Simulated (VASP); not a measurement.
Wanted: the native input for a VASP 6.6.1 run.

| Property | Result |
| --- | --- |
| Task | electron localisation function |
| Functional | PBE |
| Potentials or basis | VASP PAW PBE potentials, release 64 (Al, O) |
| Cutoff | 520 eV |
| k mesh | 10 × 10 × 4 |
| Occupations | gaussian, width 0.02 eV |
| Spin | no spin polarisation |
| Further INCAR settings | ALGO = Normal; EDIFF = 1e-07 |

The structure of Al2O3 lies in POSCAR:

```
Al2O3
1.0
    3.0174825440      0.0000000000      0.0000000000
   -1.5087412720      2.6132165386      0.0000000000
    0.0000000000      0.0000000000      7.5746360022
Al O
2 3
Direct
    0.0000000000      0.0000000000      0.7220490000
    0.0000000000      0.0000000000      0.2779510000
    0.0000000000      0.0000000000      0.5000000000
    0.6666666667      0.3333333333      0.8005460000
    0.3333333333      0.6666666667      0.1994540000
```

Measurements of this composition are mostly on another form, of space group No. 167.

One way to write it, as run:

INCAR

```
SYSTEM = Al2O3
ALGO = Normal
EDIFF = 1E-7
ENCUT = 520
GGA = PE
ISIF = 2
ISMEAR = 0
LASPH = .True.
LCHARG = .True.
LELF = .True.
LREAL = .False.
LWAVE = .False.
NELM = 100
PREC = Accurate
SIGMA = 0.02
```

KPOINTS

```
k-points
0
Gamma
  10 10 4
  0 0 0
```

Potentials or basis: VASP PAW PBE potentials, release 64 (Al, O).

Launch:

```sh
$ cat potpaw_PBE.64/Al/POTCAR potpaw_PBE.64/O/POTCAR > POTCAR
$ mpirun -np 1 vasp_std > vasp.out
```

It gave:

| Property | Result |
| --- | --- |
| Pressure | -0.5 GPa |
| Largest force | 0.091 eV/Å |
| Band gap on the k mesh | 2.29 eV, direct |

It took 18 s on 1 thread of Intel(R) Xeon(R) 6975P-C (Granite Rapids) (shared host), peak memory 0.19 GiB.
